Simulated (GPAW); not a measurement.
## Hf in GPAW: the effect of strain uniaxial z

The system is Hf.

```
CELL_PARAMETERS angstrom
3.19670 0.00000 0.00000
-1.59835 2.76842 0.00000
0.00000 0.00000 4.85549
ATOMIC_POSITIONS crystal
Hf 0.66667 0.33333 0.75000
Hf 0.33333 0.66667 0.25000
```

Alike in all runs:

| Quantity | Value |
| --- | --- |
| Program | GPAW 26.7.0 |
| Task | single point |
| Functional | PBEsol |
| Potentials or basis | PAW data sets generated in the run's folder for this functional |
| Cutoff | 600 eV |
| Basis | pw |
| k mesh | 10 × 10 × 5 |
| Occupations | fermi-dirac, width 0.05 eV |
| Spin | no spin polarisation |
| Maxiter | 150 |

Question: One run gave: pressure -4.6 GPa. Which strain uniaxial z did it use?
A. -0.04
B. -0.01
C. 0.04
D. -0.02
E. 0.01

Answer: E.

```csv
strain uniaxial z,pressure (GPa)
-0.04,1.2
-0.02,-1.3
-0.01,-2.4
0,-3.5
0.01,-4.6
0.02,-5.5
0.04,-7.2
```

Caveats: the density grid can change from cell to cell, which puts small steps into energies and stress.
